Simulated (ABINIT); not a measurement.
Crystal: MgB2.

```
Mg B
1.0
     3.08500    0.00000    0.00000
    -1.54250    2.67169    0.00000
     0.00000    0.00000    3.52300
Mg B
1 2
Direct
  0.00000 0.00000 0.00000
  0.66667 0.33333 0.50000
  0.33333 0.66667 0.50000
```

Program: ABINIT 10.8.3 (patched build). Alike in all runs: no spin polarisation; cell as given; smearing fermi-dirac 0.05 eV. Hardware: 4 threads of Arm Neoverse V1, on a shared host.

Question: Order these runs on this cell by their wall time, lowest first.
A. task single point; level PBE; potentials or basis PseudoDojo NC SR PBE v0.4.1 standard; k mesh 8 × 8 × 6; cutoff (eV) 1088; mesh quality not flagged
B. task single point; level r2SCAN; potentials or basis JTH PAW PBE v2.0; k mesh 8 × 8 × 6; cutoff (eV) 490; fine-grid cutoff 979.61 eV; mesh quality not flagged
C. task single point; level HSE06; potentials or basis PseudoDojo NC SR PBE v0.4.1 standard; k mesh 4 × 4 × 3; cutoff (eV) 1034; most SCF steps 60; mesh quality coarse
D. task single point; level PBEsol; potentials or basis JTH PAW PBE v2.0; k mesh 8 × 8 × 6; cutoff (eV) 517; fine-grid cutoff 1034.03 eV; mesh quality not flagged
E. task band structure; level PBE; potentials or basis SG15 NC PBE v1.2; k mesh 10 × 10 × 8; cutoff (eV) 1143; mesh quality not flagged

Answer: A (8.8 s), D (19 s), B (43 s), E (98 s), C (540 s).

Caveats: some runs use coarse meshes; Libxc's HSE differs a little from that of other programs (some runs).

Not every run made on this cell is shown here.
